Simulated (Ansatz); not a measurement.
## CuAu3: strain energy, fitted

CuAu3, Pm-3m, a = 3.974 Å. The structure is a COD entry; whether it is the stable form wasn't checked. Ansatz: PBEsol, PAW, 420 eV, Γ-centred 14×14×14 mesh on 4 atoms, Gaussian smearing 0.10 eV; no spin polarisation. Series: uniaxial strain along a, with b, c and atoms relaxed; x is the strain in per cent. y is the free energy over the unstrained cell, V0 = 15.693 Å³/atom.

| x (%) | y (meV/atom) |
| --- | --- |
| -6.0 | ? |
| -4.0 | 4.34 |
| -2.0 | 1.20 |
| 0.0 | 0.00 |
| 2.0 | 1.30 |
| 4.0 | 5.55 |
| 6.0 | 13.19 |

Problem. Fit y = c2 x² + c3 x³ to the other rows, turn c2 into a modulus, and predict the missing energy.

Solution. Least squares on the rows shown. y = 0.3095 x² + 0.009477 x³. In eV per unit strain² c2 is 3.095; this is Young's modulus along the axis (E = ½ Y V0 ε²): 2 × 3.095 × 160.2 / (15.693) = 63 GPa. At x = -6.0 the fit asked for gives 9.09 meV/atom. The run gave 8.97 meV/atom, so the fit is 0.12 meV/atom too high, a small miss on the scale of the series.

Spin–orbit coupling is left out, which can shift energies with elements as heavy as these.